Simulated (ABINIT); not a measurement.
Here is an ABINIT 10.8.3 (patched build) calculation.

File run.abi:

```
# Datasets: one volume each
ndtset 7
getwfk -1
scalecart1 3*0.9795861087
scalecart2 3*0.9864848297
scalecart3 3*0.9932883884
scalecart4 3*1.0000000000
scalecart5 3*1.0066227096
scalecart6 3*1.0131594038
scalecart7 3*1.0196128224

# Pseudopotentials
pp_dirpath "./"
pseudos "Pd.GGA_PBE-JTH.xml"

# Structure
acell 3*1.0 Angstrom
rprim
     0.0000000000     1.9465000000     1.9465000000
     1.9465000000     0.0000000000     1.9465000000
     1.9465000000     1.9465000000     0.0000000000
ntypat 1
znucl 46
natom 1
typat 1
xred
     0.0000000000     0.0000000000     0.0000000000

# Plane-wave basis
ecut 23.0
pawecutdg 45.0

# k points
kptopt 1
ngkpt 12 12 12
nshiftk 1
shiftk 0.0 0.0 0.0

# Exchange and correlation
ixc 15

# Bands and occupations
nband 13
occopt 3
tsmear 0.00183747

# SCF cycle
nstep 100
tolvrs 1.0e-9

# Output
iomode 3
prtwf 1
prtden 0
prteig 0
prtebands 0
enunit 1
```

Potentials or basis: JTH PAW PBE v2.0.

Run with:

```bash
$ abinit run.abi > log 2>&1
```

**Question.** Estimate the bulk modulus.

**Answer.** 158 GPa (rough).

**Question.** Estimate the equilibrium volume.

**Answer.** 15.71 Å³/atom (rough: see the caveat).

Energy against volume, from the lowest point:
```csv
volume (Å³/atom),energy (meV/atom)
13.865,133.74
14.160,90.52
14.455,57.14
14.750,32.13
15.045,14.68
15.340,4.05
15.635,0.00
```

Caveat: pressures at fixed basis lie under the slope of the energies; the minimum lies outside the volumes run; the PAW data sets were made with another functional, which shifts forces and pressure a little.
